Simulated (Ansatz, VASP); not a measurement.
**One calculation of Ge, two programs**

```xyz
4
Lattice="3.9749 0.0000 0.0000 -1.9875 3.4424 0.0000 0.0000 0.0000 18.0569" Properties=species:S:1:pos:R:3 pbc="T T T"
Ge    0.0000    2.2949    7.0000
Ge    0.0000    0.0000    7.8114
Ge    0.0000    0.0000   10.3860
Ge    1.9875    1.1475   11.1182
```

Alike in both runs: functional LDA; k mesh 9 × 9 × 1; occupations gaussian, width 0.1 eV; no spin polarisation.

Ansatz relaxed the structure, and its values are those at the end. VASP's run is a single point on that final structure, the one shown.

```csv
,VASP,Ansatz
version,VASP 6.6.1,Ansatz 0.2.0
potentials or method,"VASP PAW LDA potentials, release 64 (Ge_d)","scalar-relativistic, plane waves, PAW"
plane-wave cutoff (eV),520,420
valence electrons in the cell,56,56
```

|  | VASP | Ansatz | Ansatz less VASP |
| --- | --- | --- | --- |
| gap on the k mesh at the Fermi level (eV) | none | none | - |
| rms of the force components (eV/Å) | 0.119 | 0.122 | +0.0039 |

A gap of «none» marks a metal or a gap that the smearing closes. Ansatz warned: «pseudo_functional_mismatch».
